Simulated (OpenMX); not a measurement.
The system is NaCl.

```xyz
2
Lattice="3.5022 0.0000 0.0000 0.0000 3.5022 0.0000 0.0000 0.0000 3.5022" Properties=species:S:1:pos:R:3 pbc="T T T"
Cl    1.7511    1.7511    1.7511
Na    0.0000    0.0000    0.0000
```

Measurements of this composition are mostly on another form, of space group No. 225.

Base run:

* Program: OpenMX 3.8.5
* Functional: PBE
* Potentials or basis: OpenMX 2013 PBE set, Cl7.0-s2p2d1f1, Na9.0-s3p2d1, grid cutoff 500 Ry
* k mesh: 9 × 9 × 9
* Occupations: fermi-dirac, width 0.05 eV
* Spin: no spin polarisation

Its results: band gap on the k mesh 4.30 eV, indirect (least direct gap 4.77 eV); pressure 0.3 GPa.

Question: The run is repeated on the same cell with these changes: functional from PBE to LDA; potentials or basis from OpenMX 2013 PBE set, Cl7.0-s2p2d1f1, Na9.0-s3p2d1, grid cutoff 500 Ry to OpenMX 2013 LDA set, Cl7.0-s2p2d1f1, Na9.0-s3p2d1, grid cutoff 500 Ry. What comes out?

Answer: Band gap on the k mesh 3.95 eV, indirect (least direct gap 4.44 eV); pressure -2.9 GPa.

Caveats: the basis of atomic orbitals isn't converged, which shifts pressures, moduli and gaps; an odd mesh through Γ misses points on the zone boundary, where band edges often lie (some runs).
